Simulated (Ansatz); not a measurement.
**NaCl: computed properties**

All numbers below come from DFT PBE, scalar-relativistic, plane waves, PAW (Ansatz).

Plane waves to 420 eV, a k mesh through Γ of 8×8×8 on the computed 2-atom cell and Gaussian smearing (0.02 eV); no spin polarisation.

The structure is relaxed at this level of theory with its symmetry kept.

```
Na Cl
1.0
     0.00000    2.84709    2.84709
     2.84709    0.00000    2.84709
     2.84709    2.84709    0.00000
Na Cl
1 1
Direct
  0.00000 0.00000 0.00000
  0.50000 0.50000 0.50000
```

```
Space group                                                                                                                                 : Fm-3m (No. 225)
Volume per atom                                                                                                                             : 23.08 Å³
Formation energy from the elements' standard states (uncorrected)                                                                           : -1.848 eV/atom
Kohn–Sham band gap                                                                                                                          : 5.00 eV, direct at Γ
Löwdin character of the top 1 eV of the valence band                                                                                        : Cl 3p 99 %
Löwdin character of the lowest 1 eV of the conduction band                                                                                  : Na 3s 73 %, Cl 3s 19 %
Electron masses at the edge by Cartesian direction of the standard setting (m_e; degenerate bands sorted by energy; no spin-orbit coupling) : x: 0.40; y: 0.40; z: 0.40
Hole masses at the edge by Cartesian direction of the standard setting (m_e; degenerate bands sorted by energy; no spin-orbit coupling)     : x: 2.9, 2.9, 0.65; y: 2.9, 2.9, 0.65; z: 2.9, 2.9, 0.65
Bulk modulus                                                                                                                                : 23.6 GPa
Its pressure derivative                                                                                                                     : 4.6
Bader charges (e)                                                                                                                           : Na (1 in the cell) 0.87, Cl (1 in the cell) -0.87
```